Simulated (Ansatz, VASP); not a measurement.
## GaN in VASP and in Ansatz

INCAR

```
SYSTEM = GaN
PREC     = Accurate       ! precision mode
ENCUT    = 520            ! plane-wave cutoff, eV
EDIFF    = 1E-6           ! SCF threshold, eV
ISMEAR   = 0              ! smearing method
SIGMA    = 0.012          ! smearing width, eV
LREAL    = .False.        ! projectors in reciprocal space
LASPH    = .True.         ! aspherical terms in the spheres
NELM     = 100            ! most SCF steps
ALGO     = Normal         ! electronic algorithm
ISIF     = 2              ! what is computed and relaxed
LWAVE    = .False.        ! write WAVECAR
LCHARG   = .False.        ! write CHGCAR
GGA      = PE             ! functional
NBANDS   = 26             ! bands
```

KPOINTS

```
Automatic mesh
0
Gamma
  10 10 5
  0 0 0
```

Contents of POSCAR:

```
GaN
1.0
    3.1800000000      0.0000000000      0.0000000000
   -1.5900000000      2.7539607840      0.0000000000
    0.0000000000      0.0000000000      5.1660000000
Ga N
2 2
Direct
    0.6666666667      0.3333333333      0.5000000000
    0.3333333333      0.6666666667      0.0000000000
    0.6666666667      0.3333333333      0.8750000000
    0.3333333333      0.6666666667      0.3750000000
```

File input.yaml:

```yaml
crystal:
  lattice:
    - [3.18, 0.0, 0.0]
    - [-1.59, 2.753960784, 0.0]
    - [0.0, 0.0, 5.166]
  atoms:
    - { symbol: Ga, position: [0.6666666667, 0.3333333333, 0.5] }
    - { symbol: Ga, position: [0.3333333333, 0.6666666667, 0.0] }
    - { symbol: "N", position: [0.6666666667, 0.3333333333, 0.875] }
    - { symbol: "N", position: [0.3333333333, 0.6666666667, 0.375] }
hamiltonian:
  xc: pbe
  pseudopotentials: { kind: paw }
kpoints:
  mp_grid: { grid: [10, 10, 5] }
scf:
  occupations: { method: gaussian, width: 0.012 }
output:
  forces: true
  stress: true
  eigenvalues: true
```

Alike in both runs: task single point; functional PBE; k mesh 10 × 10 × 5; occupations gaussian, width 0.012 eV; no spin polarisation.

|  | VASP | Ansatz |
| --- | --- | --- |
| version | VASP 6.6.1 | Ansatz 0.2.0 |
| potentials or method | VASP PAW PBE potentials, release 64 (Ga_d, N) | Ansatz PAW |
| plane-wave cutoff (eV) | 520 | 420 |
| valence electrons in the cell | 36 | 36 |

```tsv
	VASP	Ansatz	Ansatz less VASP
gap on the k mesh at the Fermi level (eV)	1.97	1.96	-0.008
least direct gap on the mesh (eV)	1.97	1.96	-0.008
pressure (GPa)	7.4	7.3	-0.06
largest component of the traceless stress (GPa)	1.45	1.43	-0.013
rms of the force components (eV/Å)	0.078	0.079	+0.0014
```

Atom by atom the forces differ by 0.001 eV/Å (rms over components). With one functional, cell and mesh, what is left measures potentials, basis and numerics.

Caveats: odd divisions of the mesh miss points on the zone boundary, where band edges often lie, so the gap on the mesh can be too wide (Ansatz); the pressure holds a Pulay correction of +0.5 GPa for the finite cutoff (Ansatz). PBE gaps usually lie below the measured ones, often by a third to a half.
